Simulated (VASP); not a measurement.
# Ti2C (R-3m) in VASP: a series of runs, part 3 of 7

VASP 6.6.1. Earlier steps stand in the parts before.

**26. Equation of state, LDA, 12.80 Å³/atom**

Input file INCAR:

```
SYSTEM = Ti2C
  ADDGRID = .FALSE.
  ALGO = Normal
  EDIFF = 1E-6
  ENCUT = 520
  ISIF = 2
  ISMEAR = -1
  LASPH = .TRUE.
  LCHARG = .FALSE.
  LREAL = .FALSE.
  LWAVE = .FALSE.
  NELM = 100
  PREC = Accurate
  SIGMA = 0.15
```

Input file KPOINTS:

```
k-points
0
G
  7 7 7
  0 0 0
```

Input file POSCAR:

```
Ti2C
1.0
    1.5251345090      0.8805368193      4.7651425901
   -1.5251345090      0.8805368193      4.7651425901
    0.0000000000     -1.7610736387      4.7651425901
Ti C
2 1
Direct
    0.7545021700      0.7545021700      0.7545021700
    0.2454978300      0.2454978300      0.2454978300
    0.5000000000      0.5000000000      0.5000000000
```

Started as:

```bash
> cat potpaw_LDA.64/Ti_sv/POTCAR potpaw_LDA.64/C/POTCAR > POTCAR
> mpirun -np 1 vasp_std > vasp.out
```

Wall time 54 s (1 thread of Intel Xeon Platinum 8488C (Sapphire Rapids), shared host); peak memory 0.2 GiB.

These settings aren't checked as converged: the numbers below hold their error.

What came out:

```yaml
Free_energy: -29.4003 eV
Pressure: -2.9 GPa
Largest_force: 0.007 eV/Å
Band_gap_on_the_k_mesh: none (metal or under the smearing width)
```

**27. Equation of state, LDA, 13.59 Å³/atom**

INCAR is that of step 26.

KPOINTS is that of step 26.

Input file POSCAR:

```
Ti2C
1.0
    1.5559536106      0.8983302359      4.8614340401
   -1.5559536106      0.8983302359      4.8614340401
    0.0000000000     -1.7966604718      4.8614340401
Ti C
2 1
Direct
    0.7545021700      0.7545021700      0.7545021700
    0.2454978300      0.2454978300      0.2454978300
    0.5000000000      0.5000000000      0.5000000000
```

Potentials or basis: VASP PAW LDA potentials, release 64 (Ti_sv, C).

Started as:

```bash
> cat potpaw_LDA.64/Ti_sv/POTCAR potpaw_LDA.64/C/POTCAR > POTCAR
> mpirun -np 1 vasp_std > vasp.out
```

It took 53 s on 1 thread of Intel Xeon Platinum 8488C (Sapphire Rapids), shared host; peak memory 0.2 GiB.

The run converged, but some of its settings lie outside the range that counts as converged, so its numbers aren't taken as properties of the crystal.

What came out:

```
Free energy            : -29.2786 eV
Pressure               : -13.1 GPa
Largest force          : 0.617 eV/Å
Band gap on the k mesh : none (metal or under the smearing width)
```

**28. Equation of state, LDA, 12.80 Å³/atom**

INCAR, as its differences from that of step 27:

```diff
@@ -4,3 +4,3 @@
   EDIFF = 1E-6
-  ENCUT = 520
+  ENCUT = 340
   ISIF = 2
```

Input file KPOINTS:

```
k-points
0
G
  9 9 9
  0 0 0
```

Input file POSCAR:

```
Ti2C
1.0
    1.5251345090      0.8805368193      4.7651425901
   -1.5251345090      0.8805368193      4.7651425901
    0.0000000000     -1.7610736387      4.7651425901
Ti C
2 1
Direct
    0.7545021700      0.7545021700      0.7545021700
    0.2454978300      0.2454978300      0.2454978300
    0.5000000000      0.5000000000      0.5000000000
```

Started as:

```bash
> cat potpaw_LDA.64/Ti_sv/POTCAR potpaw_LDA.64/C/POTCAR > POTCAR
> mpirun -np 1 vasp_std > vasp.out
```

Run time: 32 s. Hardware: 1 thread of Intel Xeon Platinum 8488C (Sapphire Rapids), shared host; peak memory 0.16 GiB.

The run converged, but a check on its numbers failed (symmetry, net force, bounds or a known fault of this set-up), so they aren't taken as properties of the crystal.

Caveat: the cutoff lies under the usual one of these potentials, so the numbers hold a large basis-set error.

**29. Equation of state, LDA, 13.59 Å³/atom**

INCAR is that of step 28.

KPOINTS is that of step 28.

Input file POSCAR:

```
Ti2C
1.0
    1.5559536106      0.8983302359      4.8614340401
   -1.5559536106      0.8983302359      4.8614340401
    0.0000000000     -1.7966604718      4.8614340401
Ti C
2 1
Direct
    0.7545021700      0.7545021700      0.7545021700
    0.2454978300      0.2454978300      0.2454978300
    0.5000000000      0.5000000000      0.5000000000
```

Started as:

```bash
> cat potpaw_LDA.64/Ti_sv/POTCAR potpaw_LDA.64/C/POTCAR > POTCAR
> mpirun -np 1 vasp_std > vasp.out
```

Wall time 32 s (1 thread of Intel Xeon Platinum 8488C (Sapphire Rapids), shared host); peak memory 0.17 GiB.

The run converged, but a check on its numbers failed (symmetry, net force, bounds or a known fault of this set-up), so they aren't taken as properties of the crystal.

Caveat: the cutoff lies under the usual one of these potentials, so the numbers hold a large basis-set error.

**30. Equation of state, LDA, 12.80 Å³/atom**

INCAR, as its differences from that of step 29:

```diff
@@ -4,3 +4,3 @@
   EDIFF = 1E-6
-  ENCUT = 340
+  ENCUT = 650
   ISIF = 2
```

Input file KPOINTS:

```
k-points
0
G
  7 7 7
  0 0 0
```

Input file POSCAR:

```
Ti2C
1.0
    1.5251345090      0.8805368193      4.7651425901
   -1.5251345090      0.8805368193      4.7651425901
    0.0000000000     -1.7610736387      4.7651425901
Ti C
2 1
Direct
    0.7545021700      0.7545021700      0.7545021700
    0.2454978300      0.2454978300      0.2454978300
    0.5000000000      0.5000000000      0.5000000000
```

Potentials or basis: VASP PAW LDA potentials, release 64 (Ti_sv, C).

Started as:

```bash
> cat potpaw_LDA.64/Ti_sv/POTCAR potpaw_LDA.64/C/POTCAR > POTCAR
> mpirun -np 1 vasp_std > vasp.out
```

Run time: 68 s. Hardware: 1 thread of Intel Xeon Platinum 8488C (Sapphire Rapids), shared host; peak memory 0.23 GiB.

These settings aren't checked as converged: the numbers below hold their error.

Results:

| Item | Value |
| --- | --- |
| Free energy | -29.4024 eV |
| Pressure | -3.0 GPa |
| Largest force | 0.008 eV/Å |
| Band gap on the k mesh | none (metal or under the smearing width) |

**31. Equation of state, LDA, 13.59 Å³/atom**

INCAR is that of step 30.

KPOINTS is that of step 30.

Input file POSCAR:

```
Ti2C
1.0
    1.5559536106      0.8983302359      4.8614340401
   -1.5559536106      0.8983302359      4.8614340401
    0.0000000000     -1.7966604718      4.8614340401
Ti C
2 1
Direct
    0.7545021700      0.7545021700      0.7545021700
    0.2454978300      0.2454978300      0.2454978300
    0.5000000000      0.5000000000      0.5000000000
```

Started as:

```bash
> cat potpaw_LDA.64/Ti_sv/POTCAR potpaw_LDA.64/C/POTCAR > POTCAR
> mpirun -np 1 vasp_std > vasp.out
```

It took 84 s on 1 thread of Intel Xeon Platinum 8488C (Sapphire Rapids), shared host; peak memory 0.27 GiB.

These settings aren't checked as converged: the numbers below hold their error.

Results:

```yaml
Free_energy: -29.2807 eV
Pressure: -13.2 GPa
Largest_force: 0.616 eV/Å
Band_gap_on_the_k_mesh: none (metal or under the smearing width)
```

**32. Equation of state, LDA, 12.80 Å³/atom**

INCAR, as its differences from that of step 31:

```diff
@@ -4,3 +4,3 @@
   EDIFF = 1E-6
-  ENCUT = 650
+  ENCUT = 400
   ISIF = 2
```

Input file KPOINTS:

```
k-points
0
G
  9 9 9
  0 0 0
```

Input file POSCAR:

```
Ti2C
1.0
    1.5251345090      0.8805368193      4.7651425901
   -1.5251345090      0.8805368193      4.7651425901
    0.0000000000     -1.7610736387      4.7651425901
Ti C
2 1
Direct
    0.7545021700      0.7545021700      0.7545021700
    0.2454978300      0.2454978300      0.2454978300
    0.5000000000      0.5000000000      0.5000000000
```

Started as:

```bash
> cat potpaw_LDA.64/Ti_sv/POTCAR potpaw_LDA.64/C/POTCAR > POTCAR
> mpirun -np 1 vasp_std > vasp.out
```

Wall time 60 s (1 thread of Intel Xeon Platinum 8488C (Sapphire Rapids), shared host); peak memory 0.18 GiB.

The run converged, but some of its settings lie outside the range that counts as converged, so its numbers aren't taken as properties of the crystal.

Results:

| Quantity | Value |
| --- | --- |
| Free energy | -29.3910 eV |
| Largest force | 0.031 eV/Å |
| Band gap on the k mesh | none (metal or under the smearing width) |

Caveat: the cutoff is under 1.25 times the usual one of these potentials, so pressure, stress and relaxed cells hold a basis-set (Pulay) error.

**33. Equation of state, LDA, 13.59 Å³/atom**

INCAR is that of step 32.

KPOINTS is that of step 32.

Input file POSCAR:

```
Ti2C
1.0
    1.5559536106      0.8983302359      4.8614340401
   -1.5559536106      0.8983302359      4.8614340401
    0.0000000000     -1.7966604718      4.8614340401
Ti C
2 1
Direct
    0.7545021700      0.7545021700      0.7545021700
    0.2454978300      0.2454978300      0.2454978300
    0.5000000000      0.5000000000      0.5000000000
```

Potentials or basis: VASP PAW LDA potentials, release 64 (Ti_sv, C).

Started as:

```bash
> cat potpaw_LDA.64/Ti_sv/POTCAR potpaw_LDA.64/C/POTCAR > POTCAR
> mpirun -np 1 vasp_std > vasp.out
```

Wall time 59 s (1 thread of Intel Xeon Platinum 8488C (Sapphire Rapids), shared host); peak memory 0.19 GiB.

These settings aren't checked as converged: the numbers below hold their error.

What came out:

```yaml
Free_energy: -29.2720 eV
Largest_force: 0.598 eV/Å
Band_gap_on_the_k_mesh: none (metal or under the smearing width)
```

Caveat: the cutoff is under 1.25 times the usual one of these potentials, so pressure, stress and relaxed cells hold a basis-set (Pulay) error.

**34. Equation of state, LDA, 12.80 Å³/atom**

INCAR, as its differences from that of step 33:

```diff
@@ -4,3 +4,3 @@
   EDIFF = 1E-6
-  ENCUT = 400
+  ENCUT = 280
   ISIF = 2
```

Input file KPOINTS:

```
k-points
0
G
  11 11 11
  0 0 0
```

Input file POSCAR:

```
Ti2C
1.0
    1.5251345090      0.8805368193      4.7651425901
   -1.5251345090      0.8805368193      4.7651425901
    0.0000000000     -1.7610736387      4.7651425901
Ti C
2 1
Direct
    0.7545021700      0.7545021700      0.7545021700
    0.2454978300      0.2454978300      0.2454978300
    0.5000000000      0.5000000000      0.5000000000
```

Started as:

```bash
> cat potpaw_LDA.64/Ti_sv/POTCAR potpaw_LDA.64/C/POTCAR > POTCAR
> mpirun -np 1 vasp_std > vasp.out
```

It took 49 s on 1 thread of Intel Xeon Platinum 8488C (Sapphire Rapids), shared host; peak memory 0.16 GiB.

The run converged, but a check on its numbers failed (symmetry, net force, bounds or a known fault of this set-up), so they aren't taken as properties of the crystal.

Caveat: the cutoff lies under the usual one of these potentials, so the numbers hold a large basis-set error.

**35. Equation of state, LDA, 13.59 Å³/atom**

INCAR is that of step 34.

KPOINTS is that of step 34.

Input file POSCAR:

```
Ti2C
1.0
    1.5559536106      0.8983302359      4.8614340401
   -1.5559536106      0.8983302359      4.8614340401
    0.0000000000     -1.7966604718      4.8614340401
Ti C
2 1
Direct
    0.7545021700      0.7545021700      0.7545021700
    0.2454978300      0.2454978300      0.2454978300
    0.5000000000      0.5000000000      0.5000000000
```

Started as:

```bash
> cat potpaw_LDA.64/Ti_sv/POTCAR potpaw_LDA.64/C/POTCAR > POTCAR
> mpirun -np 1 vasp_std > vasp.out
```

Run time: 48 s. Hardware: 1 thread of Intel Xeon Platinum 8488C (Sapphire Rapids), shared host; peak memory 0.16 GiB.

The run converged, but a check on its numbers failed (symmetry, net force, bounds or a known fault of this set-up), so they aren't taken as properties of the crystal.

Caveat: the cutoff lies under the usual one of these potentials, so the numbers hold a large basis-set error.

**36. Equation of state, LDA, 12.80 Å³/atom**

INCAR, as its differences from that of step 35:

```diff
@@ -4,3 +4,3 @@
   EDIFF = 1E-6
-  ENCUT = 280
+  ENCUT = 460
   ISIF = 2
```

Input file KPOINTS:

```
k-points
0
G
  9 9 9
  0 0 0
```

Input file POSCAR:

```
Ti2C
1.0
    1.5251345090      0.8805368193      4.7651425901
   -1.5251345090      0.8805368193      4.7651425901
    0.0000000000     -1.7610736387      4.7651425901
Ti C
2 1
Direct
    0.7545021700      0.7545021700      0.7545021700
    0.2454978300      0.2454978300      0.2454978300
    0.5000000000      0.5000000000      0.5000000000
```

Potentials or basis: VASP PAW LDA potentials, release 64 (Ti_sv, C).

Started as:

```bash
> cat potpaw_LDA.64/Ti_sv/POTCAR potpaw_LDA.64/C/POTCAR > POTCAR
> mpirun -np 1 vasp_std > vasp.out
```

It took 72 s on 1 thread of Intel Xeon Platinum 8488C (Sapphire Rapids), shared host; peak memory 0.19 GiB.

The run converged, but some of its settings lie outside the range that counts as converged, so its numbers aren't taken as properties of the crystal.

Results:

| Item | Value |
| --- | --- |
| Free energy | -29.3983 eV |
| Pressure | -3.2 GPa |
| Largest force | 0.026 eV/Å |
| Band gap on the k mesh | none (metal or under the smearing width) |

Caveat: the cutoff is under 1.25 times the usual one of these potentials, so pressure, stress and relaxed cells hold a basis-set (Pulay) error.

**37. Equation of state, LDA, 13.59 Å³/atom**

INCAR is that of step 36.

KPOINTS is that of step 36.

Input file POSCAR:

```
Ti2C
1.0
    1.5559536106      0.8983302359      4.8614340401
   -1.5559536106      0.8983302359      4.8614340401
    0.0000000000     -1.7966604718      4.8614340401
Ti C
2 1
Direct
    0.7545021700      0.7545021700      0.7545021700
    0.2454978300      0.2454978300      0.2454978300
    0.5000000000      0.5000000000      0.5000000000
```

Started as:

```bash
> cat potpaw_LDA.64/Ti_sv/POTCAR potpaw_LDA.64/C/POTCAR > POTCAR
> mpirun -np 1 vasp_std > vasp.out
```

It took 66 s on 1 thread of Intel Xeon Platinum 8488C (Sapphire Rapids), shared host; peak memory 0.19 GiB.

The run converged, but some of its settings lie outside the range that counts as converged, so its numbers aren't taken as properties of the crystal.

What came out:

```yaml
Free_energy: -29.2773 eV
Pressure: -13.3 GPa
Largest_force: 0.601 eV/Å
Band_gap_on_the_k_mesh: none (metal or under the smearing width)
```

Caveat: the cutoff is under 1.25 times the usual one of these potentials, so pressure, stress and relaxed cells hold a basis-set (Pulay) error.

**38. Equation of state, LDA, 12.80 Å³/atom**

INCAR, as its differences from that of step 37:

```diff
@@ -13,2 +13,2 @@
   PREC = Accurate
-  SIGMA = 0.15
+  SIGMA = 0.4
```

KPOINTS is that of step 37.

Input file POSCAR:

```
Ti2C
1.0
    1.5251345090      0.8805368193      4.7651425901
   -1.5251345090      0.8805368193      4.7651425901
    0.0000000000     -1.7610736387      4.7651425901
Ti C
2 1
Direct
    0.7545021700      0.7545021700      0.7545021700
    0.2454978300      0.2454978300      0.2454978300
    0.5000000000      0.5000000000      0.5000000000
```

Started as:

```bash
> cat potpaw_LDA.64/Ti_sv/POTCAR potpaw_LDA.64/C/POTCAR > POTCAR
> mpirun -np 1 vasp_std > vasp.out
```

Wall time 61 s (1 thread of Intel Xeon Platinum 8488C (Sapphire Rapids), shared host); peak memory 0.19 GiB.

The run converged, but some of its settings lie outside the range that counts as converged, so its numbers aren't taken as properties of the crystal.

What came out:

- Free energy: -29.8769 eV
- Pressure: -0.7 GPa
- Largest force: 0.075 eV/Å
- Band gap on the k mesh: none (metal or under the smearing width)

Caveat: the cutoff is under 1.25 times the usual one of these potentials, so pressure, stress and relaxed cells hold a basis-set (Pulay) error.

**39. Equation of state, LDA, 13.59 Å³/atom**

INCAR is that of step 38.

KPOINTS is that of step 38.

Input file POSCAR:

```
Ti2C
1.0
    1.5559536106      0.8983302359      4.8614340401
   -1.5559536106      0.8983302359      4.8614340401
    0.0000000000     -1.7966604718      4.8614340401
Ti C
2 1
Direct
    0.7545021700      0.7545021700      0.7545021700
    0.2454978300      0.2454978300      0.2454978300
    0.5000000000      0.5000000000      0.5000000000
```

Potentials or basis: VASP PAW LDA potentials, release 64 (Ti_sv, C).

Started as:

```bash
> cat potpaw_LDA.64/Ti_sv/POTCAR potpaw_LDA.64/C/POTCAR > POTCAR
> mpirun -np 1 vasp_std > vasp.out
```

Run time: 67 s. Hardware: 1 thread of Intel Xeon Platinum 8488C (Sapphire Rapids), shared host; peak memory 0.2 GiB.

The run converged, but some of its settings lie outside the range that counts as converged, so its numbers aren't taken as properties of the crystal.

What came out:

* Free energy: -29.7929 eV
* Pressure: -10.8 GPa
* Largest force: 0.543 eV/Å
* Band gap on the k mesh: none (metal or under the smearing width)

Caveat: the cutoff is under 1.25 times the usual one of these potentials, so pressure, stress and relaxed cells hold a basis-set (Pulay) error.

**40. Equation of state, LDA, 12.80 Å³/atom**

INCAR, as its differences from that of step 39:

```diff
@@ -13,2 +13,2 @@
   PREC = Accurate
-  SIGMA = 0.4
+  SIGMA = 0.2
```

KPOINTS is that of step 39.

Input file POSCAR:

```
Ti2C
1.0
    1.5251345090      0.8805368193      4.7651425901
   -1.5251345090      0.8805368193      4.7651425901
    0.0000000000     -1.7610736387      4.7651425901
Ti C
2 1
Direct
    0.7545021700      0.7545021700      0.7545021700
    0.2454978300      0.2454978300      0.2454978300
    0.5000000000      0.5000000000      0.5000000000
```

Started as:

```bash
> cat potpaw_LDA.64/Ti_sv/POTCAR potpaw_LDA.64/C/POTCAR > POTCAR
> mpirun -np 1 vasp_std > vasp.out
```

Run time: 61 s. Hardware: 1 thread of Intel Xeon Platinum 8488C (Sapphire Rapids), shared host; peak memory 0.19 GiB.

These settings aren't checked as converged: the numbers below hold their error.

What came out:

* Free energy: -29.4544 eV
* Pressure: -2.8 GPa
* Largest force: 0.034 eV/Å
* Band gap on the k mesh: none (metal or under the smearing width)

Caveat: the cutoff is under 1.25 times the usual one of these potentials, so pressure, stress and relaxed cells hold a basis-set (Pulay) error.

**41. Equation of state, LDA, 13.59 Å³/atom**

INCAR is that of step 40.

KPOINTS is that of step 40.

Input file POSCAR:

```
Ti2C
1.0
    1.5559536106      0.8983302359      4.8614340401
   -1.5559536106      0.8983302359      4.8614340401
    0.0000000000     -1.7966604718      4.8614340401
Ti C
2 1
Direct
    0.7545021700      0.7545021700      0.7545021700
    0.2454978300      0.2454978300      0.2454978300
    0.5000000000      0.5000000000      0.5000000000
```

Started as:

```bash
> cat potpaw_LDA.64/Ti_sv/POTCAR potpaw_LDA.64/C/POTCAR > POTCAR
> mpirun -np 1 vasp_std > vasp.out
```

It took 63 s on 1 thread of Intel Xeon Platinum 8488C (Sapphire Rapids), shared host; peak memory 0.19 GiB.

The run converged, but some of its settings lie outside the range that counts as converged, so its numbers aren't taken as properties of the crystal.

Results:

- Free energy: -29.3386 eV
- Pressure: -12.9 GPa
- Largest force: 0.590 eV/Å
- Band gap on the k mesh: none (metal or under the smearing width)

Caveat: the cutoff is under 1.25 times the usual one of these potentials, so pressure, stress and relaxed cells hold a basis-set (Pulay) error.

(Part 3 of 7 ends here.)
